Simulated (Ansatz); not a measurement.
# Al₃GaN₄: frozen normal mode

All numbers below come from DFT PBEsol, scalar-relativistic, plane waves, PAW in Ansatz. The runs took a 420 eV cutoff, a Γ-centred 6×6×6 mesh and Gaussian smearing (0.05 eV). No spin polarisation. Energies are free energies at this smearing, counted from the undisturbed cell; pressure is positive in compression.

The starting cell (relaxed at this level; it needn't be the usual structure):

```
Al Ga N
1.0
     4.40699    0.00000    0.00000
     0.00000    4.40699    0.00000
     0.00000    0.00000    4.40699
Al Ga N
3 1 4
Cartesian
  2.2035 2.2035 0.0000
  2.2035 0.0000 2.2035
  0.0000 2.2035 2.2035
  0.0000 0.0000 0.0000
  3.2819 3.2819 1.1251
  3.2819 1.1251 3.2819
  1.1251 3.2819 3.2819
  1.1251 1.1251 1.1251
```

A zone-centre mode of this cell is frozen in: each atom moves by x times its row below, so x is the largest displacement.
```
atom ux uy uz
 Al1   0.000   1.000   0.000
 Al2   0.000   0.000   0.000
 Al3   0.000  -1.000   0.000
 Ga4   0.000   0.000   0.000
  N5   0.343   0.000   0.343
  N6  -0.343   0.000   0.343
  N7  -0.343   0.000  -0.343
  N8   0.343   0.000  -0.343
```

(x (Å), ΔE (meV/cell)): (-0.1200, 189.9), (-0.0600, 47.6), (0.0000, 0.0), (0.0150, 3.0), (0.0300, 11.9), (0.0450, 26.8), (0.0750, 74.3), (0.0900, 107.0), (0.1050, 145.5)

By symmetry 0.1200 repeats -0.1200, -0.0900 repeats 0.0900, 0.0600 repeats -0.0600, -0.0300 repeats 0.0300 in energy, with the opposite slope along the path.